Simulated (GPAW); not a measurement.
Input of a GPAW 26.7.0 run:

run.py

```python
from ase.eos import EquationOfState
from ase.io import Trajectory, read
from ase.units import GPa
from gpaw import GPAW, PW

atoms = read('Fe.xyz')
atoms.set_initial_magnetic_moments([3.0, 3.0])

traj = Trajectory('eos.traj', 'w')
volumes, energies = [], []
for x in [0.94, 0.96, 0.98, 1.0, 1.02, 1.04, 1.06]:
    a = atoms.copy()
    a.set_cell(atoms.cell * x**(1 / 3), scale_atoms=True)
    calc = GPAW(mode=PW(600),
                xc='LDA',
                kpts={'size': (9, 9, 5), 'gamma': True},
                occupations={'name': 'fermi-dirac', 'width': 0.05},
                setups={'Fe': ':d,5.3'},
                nbands=19,
                convergence={'density': 1e-05, 'energy': 1e-05},
                maxiter=150,
                txt=f'eos-{x:.2f}.txt')
    a.calc = calc
    energies.append(a.get_potential_energy(force_consistent=True))
    volumes.append(a.get_volume())
    p = -a.get_stress()[:3].mean() / GPa
    calc.write(f'eos-{x:.2f}.gpw')
    traj.write(a)
    print(f'{x:.2f} {volumes[-1]:10.4f} A^3 {energies[-1]:14.6f} eV {p:9.3f} GPa', flush=True)

v0, e0, B = EquationOfState(volumes, energies, eos='birchmurnaghan').fit()
print(f'V0 = {v0:.4f} A^3, E0 = {e0:.6f} eV, B0 = {B / GPa:.2f} GPa')
```

File Fe.xyz:

```xyz
2
Lattice="2.4341575853 0.0000000000 0.0000000000 -1.2170787927 2.1080423057 0.0000000000 0.0000000000 0.0000000000 3.8419344700" Properties=species:S:1:pos:R:3 pbc="T T T"
Fe     1.2170787928      0.7026807685      2.8814508525
Fe    -0.0000000002      1.4053615372      0.9604836175
```

Potentials or basis: the program's PAW data sets (release 1.2.1) made for this functional, pw.

Launch:

```bash
$ OMP_NUM_THREADS=1 python run.py
```

Q: What does it give for the equilibrium volume?

A: Outside the volumes run.

Energy against volume, from the lowest point:
```
volume (Å³/atom)  energy (meV/atom)
           9.266             528.21
           9.463             411.70
           9.660             307.92
           9.857             215.55
          10.054             134.03
          10.251              62.54
          10.448               0.00
```

Caveat: the U is typed as a test and isn't derived for this compound. The state reached can hang on the start; a lower one may exist.
